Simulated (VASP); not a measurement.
# K (Fm-3m) in VASP: notebook

One crystal, K, is run at these levels: PBE; tasks: single point.

Everything below comes from runs of VASP 6.6.1. Logs are shortened: lines on timing, memory, paths and dates and some standing lists are left out, and cuts for length are marked.

### Step 1. The structure

The structure is cubic, space group Fm-3m (No. 225). Conventional cell: a = 6.784 Å, b = 6.784 Å, c = 6.784 Å, α = 90.00°, β = 90.00°, γ = 90.00°.

This isn't the form of K at room conditions, which is bcc.

### Step 2. Single point, PBE

INCAR reads:

```
SYSTEM = K
ADDGRID = .False. ; ALGO = Normal
EDIFF = 1E-6 ; ENCUT = 450
GGA = PE ; ISIF = 2
ISMEAR = 0 ; LASPH = .True.
LCHARG = .False. ; LREAL = .False.
LWAVE = .False. ; NELM = 100
PREC = Accurate ; SIGMA = 0.1
```

KPOINTS reads:

```
k-points
0
Gamma
  7 7 7
  0 0 0
```

POSCAR reads:

```
K
1.0
    0.0000000000      3.3918728180      3.3918728180
    3.3918728180      0.0000000000      3.3918728180
    3.3918728180      3.3918728180      0.0000000000
K
1
Direct
    0.0000000000      0.0000000000      0.0000000000
```

Potentials or basis: VASP PAW PBE potentials, release 64 (K_sv).

Run with:

```sh
cat potpaw_PBE.64/K_sv/POTCAR > POTCAR
mpirun -np 1 vasp_std > vasp.out
```

OUTCAR:

```text
SYSTEM = K
   EDIFF = 1E-6
   ENCUT = 450
   GGA = PE
   ISIF = 2
   ISMEAR = 0
   LASPH = .True.
   LREAL = .False.
   NELM = 100
   PREC = Accurate

 Found     20 irreducible k-points:

 Following reciprocal coordinates:
            Coordinates               Weight
  0.000000  0.000000  0.000000      1.000000
  0.142857  0.000000  0.000000      8.000000
  0.285714  0.000000  0.000000      8.000000
  0.428571  0.000000  0.000000      8.000000
  0.142857  0.142857  0.000000      6.000000
  0.285714  0.142857  0.000000     24.000000
   k-points           NKPTS =     20   k-points in BZ     NKDIM =     20   number of bands    NBANDS=      8
   number of dos      NEDOS =    301   number of ions     NIONS =      1
   total plane-waves  NPLWV =  46656
   dimension x,y,z NGX =    36 NGY =   36 NGZ =   36
   dimension x,y,z NGXF=    72 NGYF=   72 NGZF=   72
   ions per type =               1
   NGX,Y,Z   is equivalent  to a cutoff of  12.48, 12.48, 12.48 a.u.
   NGXF,Y,Z  is equivalent  to a cutoff of  24.95, 24.95, 24.95 a.u.
 SYSTEM =  K
   PREC   = accura    normal or accurate (medium, high low for compatibility)
   ISTART =      0    job   : 0-new  1-cont  2-samecut
   ICHARG =      2    charge: 1-file 2-atom 10-const
   ISPIN  =      1    spin polarized calculation?
   LNONCOLLINEAR =      F non collinear calculations
   LSORBIT =      F    spin-orbit coupling
   LASPH  =      T    aspherical Exc in radial PAW
   ENCUT  =  450.0 eV  33.07 Ry    5.75 a.u.   8.30  8.30  8.30*2*pi/ulx,y,z
   NELM   =    100;   NELMIN=  2; NELMDL= -5     # of ELM steps
   EDIFF  = 0.1E-05   stopping-criterion for ELM
   LREAL  =      F    real-space projection
   EDIFFG = 0.1E-04   stopping-criterion for IOM
   NSW    =      0    number of steps for IOM
   IBRION =     -1    ionic relax: 0-MD 1-quasi-New 2-CG
   NFREE  =      0    steps in history (QN), initial steepest desc. (CG)
   ISIF   =      2    stress and relaxation
   ISYM   =      2    0-nonsym 1-usesym 2-fastsym
   POTIM  = 0.5000    time-step for ionic-motion
   TEBEG  =    0.0;   TEEND  =   0.0 temperature during run
   PSTRESS=    0.0 pullay stress
   NELECT =       9.0000    total number of electrons
   NUPDOWN=      -1.0000    fix difference up-down
   EMIN   =  10.00;   EMAX   =-10.00  energy-range for DOS
   EFERMI =   0.00;   METHOD = LEGACY
   ISMEAR =     0;   SIGMA  =   0.10  broadening in eV -4-tet -1-fermi 0-gaus
   EFERMI_NEDOS =   21; number of points for ismear=-14 and -15
   IALGO  =     38    algorithm
   IMIX   =      4    mixing-type and parameters
     AMIX     =   0.40;   BMIX     =  1.00
     AMIX_MAG =   1.60;   BMIX_MAG =  1.00
  volume/ion in A,a.u.               =      78.05       526.68
  Fermi-wavevector in a.u.,A,eV,Ry     =   0.796843  1.505815  8.639139  0.634959
  Thomas-Fermi vector in A             =   1.903445
   LORBIT       =      0    0 simple, 1 ext, 2 COOP (PROOUT), +10 PAW based schemes
   GGA     = PE    functional components
   LHFCALC =     F    Hartree Fock is set to
   AEXX    =    0.0000 exact exchange contribution
   IVDW    =     0    specifies the selected vdW correction
   LEPSILON=     F    determine dielectric tensor
   LRPA    =     F    only Hartree local field effects (RPA)
 non-spin polarized calculation
 Gauss-broadening in eV      SIGMA  =   0.10
  energy-cutoff  :      450.00
  volume of cell :       78.05
 maximum number of plane-waves:      1716
 NGX is ok and might be reduce to    36
   NGX = 17   NGY = 17   NGZ = 17

 number of electron       9.0000002 magnetization

 Free energy of the ion-electron system (eV)
  ---------------------------------------------------
  ext. energy  EPLUGINS =         0.00000000
  ---------------------------------------------------
  free energy    TOTEN  =        -1.05583218 eV

  energy without entropy =       -1.05438738  energy(sigma->0) =       -1.05510978

 E-fermi :  -0.1588     XC(G=0):  -5.5097

 val. band max:       -0.4200889066   @ k =   0.4286   0.2857   0.0000
 cond. band min:      -0.1011154847   @ k =  -0.2857   0.2857   0.0000
 fundamental gap:      0.3189734219
 Fermi energy:        -0.1588201520

 k-point     1 :       0.0000    0.0000    0.0000
  band No.  band energies     occupation
      1     -32.4117      2.00000
      2     -15.8651      2.00000
      3     -15.8651      2.00000
      4     -15.8651      2.00000
      5      -2.3199      2.00000
      6       3.9062      0.00000
      7       3.9062      0.00000
      8       3.9062      0.00000

 k-point     2 :       0.1429    0.0000    0.0000
  band No.  band energies     occupation
      1     -32.4111      2.00000
      2     -15.8752      2.00000
      3     -15.8665      2.00000
      4     -15.8665      2.00000
      5      -2.0926      2.00000
      6       3.3080      0.00000
      7       3.9757      0.00000
      8       3.9757      0.00000

 k-point     3 :       0.2857    0.0000    0.0000
  band No.  band energies     occupation
      1     -32.4100      2.00000
      2     -15.8979      2.00000
      3     -15.8697      2.00000
      4     -15.8697      2.00000
      5      -1.4365      2.00000
      6       2.1346      0.00000
      7       3.9115      0.00000
      8       3.9115      0.00000

 k-point     4 :       0.4286    0.0000    0.0000
  band No.  band energies     occupation
      1     -32.4090      2.00000
      2     -15.9159      2.00000
      3     -15.8722      2.00000
      4     -15.8722      2.00000
      5      -0.4307      1.99988
      6       0.8304      0.00000
      7       3.7267      0.00000
      8       3.7267      0.00000

 k-point     5 :       0.1429    0.1429    0.0000
  band No.  band energies     occupation
      1     -32.4110      2.00000
      2     -15.8749      2.00000
      3     -15.8688      2.00000
      4     -15.8688      2.00000
      5      -2.0175      2.00000
      6       3.3542      0.00000
      7       3.9340      0.00000
      8       3.9340      0.00000

 k-point     6 :       0.2857    0.1429    0.0000
  band No.  band energies     occupation
      1     -32.4100      2.00000
      2     -15.8916      2.00000
      3     -15.8725      2.00000
      4     -15.8719      2.00000
      5      -1.5060      2.00000
      6       2.5695      0.00000
      7       3.5900      0.00000
      8       3.9460      0.00000

 [... further k-points ...]
[... 5 lines left out ...]
  --------------------------------------------------------------------------------------
  -------------------------------------------------------------------------------------
  Total       -0.0930854     -0.0930854     -0.0930854     -0.0000000     -0.0000000      0.0000000
  in kB       -1.9109252     -1.9109252     -1.9109252     -0.0000000     -0.0000000      0.0000000
  external PRESSURE =      -1.9109252 kB  Pullay stress =       0.0000000 kB

 VOLUME and BASIS-vectors are now :
 -----------------------------------------------------------------------------
  energy-cutoff  :      450.00
  volume of cell :       78.05
      direct lattice vectors                 reciprocal lattice vectors
     0.000000000  3.391872818  3.391872818    -0.147411188  0.147411188  0.147411188
     3.391872818  0.000000000  3.391872818     0.147411188 -0.147411188  0.147411188
     3.391872818  3.391872818  0.000000000     0.147411188  0.147411188 -0.147411188

 POSITION                                       TOTAL-FORCE (eV/Angst)
 -----------------------------------------------------------------------------------
      0.00000      0.00000      0.00000        -0.000000      0.000000     -0.000000
 -----------------------------------------------------------------------------------
    total drift:                               -0.000000      0.000000      0.000000

  FREE ENERGIE OF THE ION-ELECTRON SYSTEM (eV)
  ---------------------------------------------------
  free  energy   TOTEN  =        -1.0558321850 eV

  energy  without entropy=       -1.0543873753  energy(sigma->0) =       -1.05510978
```

Wall time 9 s (1 thread of Intel Xeon Platinum 8488C (Sapphire Rapids), shared host); peak memory 0.19 GiB.

These settings aren't checked as converged: the numbers below hold their error.

What came out:

| Property | Result |
| --- | --- |
| Free energy | -1.0558 eV |
| Pressure | -0.2 GPa |
| Band gap on the k mesh | none (metal or under the smearing width) |

[end of part 1 of 2]
